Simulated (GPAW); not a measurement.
**Fitting the AM05 energy curve of Cu**

It takes space group Fm-3m (No. 225, cubic). The conventional cell has a = 3.615 Å, b = 3.615 Å, c = 3.615 Å, α = 90.00°, β = 90.00°, γ = 90.00°. Around Cu (site symmetry m-3m) lie 12 Cu at 2.56 Å.

The cell was scaled at fixed shape and fractions and run with GPAW, PAW data sets generated for this functional, cutoff 600 eV; AM05, k mesh 13 × 13 × 13 on the cell of 1 atom, fermi-dirac occupations of 0.05 eV, no spin polarisation, no spin-orbit coupling. Energies are those that the program minimises, any entropy of the smearing included. For a metal such a mesh isn't converged to the digits shown.

```tsv
V (Å³/atom)	energy over the lowest row (meV/atom)
11.1018	4.75
11.3380	0.00
11.5742	?
11.8104	5.50
12.0466	14.56
12.2828	27.17
12.5190	42.91
```

Task: Fit the third-order Birch-Murnaghan form, give V0, B0 and B′, and predict the energy left open.

Result: With y = (V0/V)^(2/3), E = E0 + (9 V0 B0/16) [(y - 1)³ B′ + (y - 1)² (6 - 4y)]. Least squares through the rows shown give V0 = 11.4329 Å³/atom, E0 = -0.40 meV, B0 = 162.0 GPa (1 eV/Å³ = 160.218 GPa) and B′ = 5.15, with a largest miss of 0.01 meV. At V = 11.5742 the form with these constants gives 0.46 meV; the run gave 0.45 meV an atom. Measured volume: 11.81 Å³/atom at 298 K (a printed reference work), so the fit lies -3.2 % from it. The runs are for a static lattice.
